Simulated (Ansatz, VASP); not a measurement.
# TaAs in VASP and in Ansatz

```xyz
4
Lattice="-1.7218 1.7218 5.8679 1.7218 -1.7218 5.8679 1.7218 1.7218 -5.8679" Properties=species:S:1:pos:R:3 pbc="T T T"
Ta   -0.0391   -0.0143    5.8420
Ta    1.7260   -0.0234    2.9107
As   -0.0269    0.0224    0.9484
As   -0.0261    1.7046    3.8780
```

Change from the starting cell: atoms moved at random, drawn with an rms of 0.05 Å.

Alike in both runs: task single point; functional PBE; k mesh 11 × 11 × 11; occupations fermi-dirac, width 0.05 eV; no spin polarisation.

|  | VASP | Ansatz |
| --- | --- | --- |
| version | VASP 6.6.1 | Ansatz 0.2.0 |
| potentials or method | VASP PAW PBE potentials, release 64 (Ta_pv, As) | Ansatz PAW |
| plane-wave cutoff (eV) | 520 | 420 |
| valence electrons in the cell | 32 | 56 |

```tsv
	VASP	Ansatz	Ansatz less VASP
gap on the k mesh at the Fermi level (eV)	none	none	-
pressure (GPa)	2.7	2.2	-0.47
largest component of the traceless stress (GPa)	0.87	0.86	-0.011
rms of the force components (eV/Å)	0.230	0.229	-0.0013
```

Atom by atom the forces differ by 0.002 eV/Å (rms over components). A gap of «none» marks a metal or a gap that the smearing closes. The functional is the same, so the differences come from potentials, cutoffs and numerics. The two sets of potentials don't hold the same shells in valence.

Spin-orbit coupling is left out, which matters for the levels of Ta.
